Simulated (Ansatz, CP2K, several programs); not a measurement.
Energy against volume for In2SbAs as one 4-atom ordering (P-4m2) on the zincblende lattice, at fixed shape and fractional coordinates, computed by several methods (PBE and r2SCAN, where shown, with plane waves in Ansatz); the cell shown is that of r2SCAN. With free coordinates or axes held, a curve is too stiff, and on another method's shape its minimum isn't the method's own volume. Space group P-4m2 (No. 115), tetragonal; a = 4.482 Å, c = 6.333 Å in the conventional setting, 31.81 Å³ an atom. As is surrounded by 4 In at 2.68 Å; In is surrounded by 2 As at 2.68 Å and 2 Sb at 2.81 Å; Sb is surrounded by 4 In at 2.81 Å. The structure was generated, not taken from experiment, and needn't be the ground state; spin polarisation is off. Energies count from each curve's lowest point; fits are third-order Birch-Murnaghan.

```cif
data_structure
_symmetry_space_group_name_H-M 'P-4m2'
_symmetry_Int_Tables_number 115
_cell_length_a 4.4824
_cell_length_b 4.4824
_cell_length_c 6.3331
_cell_angle_alpha 90.000
_cell_angle_beta 90.000
_cell_angle_gamma 90.000
_cell_volume 127.25
loop_
_atom_site_label
_atom_site_type_symbol
_atom_site_symmetry_multiplicity
_atom_site_Wyckoff_symbol
_atom_site_fract_x
_atom_site_fract_y
_atom_site_fract_z
_atom_site_occupancy
As1 As 1 a 0.00000 0.00000 0.00000 1
In1 In 2 g 0.00000 0.50000 0.76687 1
Sb1 Sb 1 c 0.50000 0.50000 0.50000 1
```

**Question.** PBE/SZV (CP2K), on the shape of the cell shown, gives
```
V (Å³/atom)  E (meV/atom)
     27.994        209.14
     29.903         86.45
     31.811         21.73
     33.720          0.00
     35.629          9.08
```
What equilibrium volume and bulk modulus follow?

**Answer.** V₀ = 34.02 Å³ an atom and B₀ = 44 GPa.

PBE/DZVP (CP2K), on the shape of the cell shown:
```csv
V (Å³/atom),E (meV/atom)
27.994,156.13
29.903,56.38
31.811,9.26
33.720,0.00
35.629,17.50
```
V₀ = 33.33 Å³ an atom and B₀ = 42 GPa.

PBE, on the shape of its own relaxed cell:
```tsv
V (Å³/atom)	E (meV/atom)
31.018	17.41
32.008	4.07
32.998	0.00
33.988	3.70
34.978	13.91
```
V₀ = 32.99 Å³ an atom and B₀ = 42 GPa.

**Question.** r2SCAN, on the shape of its own relaxed cell, gives
```
V (Å³/atom)  E (meV/atom)
     29.903         19.63
     30.857          4.67
     31.811          0.00
     32.766          4.21
     33.720         15.91
```
What equilibrium volume and bulk modulus follow?

**Answer.** V₀ = 31.81 Å³ an atom and B₀ = 49 GPa.

light PBE (260 eV and a coarse mesh), on the shape of the cell shown:
```csv
V (Å³/atom),E (meV/atom)
29.266,187.85
30.539,99.13
31.811,64.42
33.084,64.73
34.356,69.67
35.629,0.00
```
The points scatter about the fit by more than 0.3 meV an atom, since at so low a cutoff the number of plane waves jumps with the volume, so no fit is quoted.
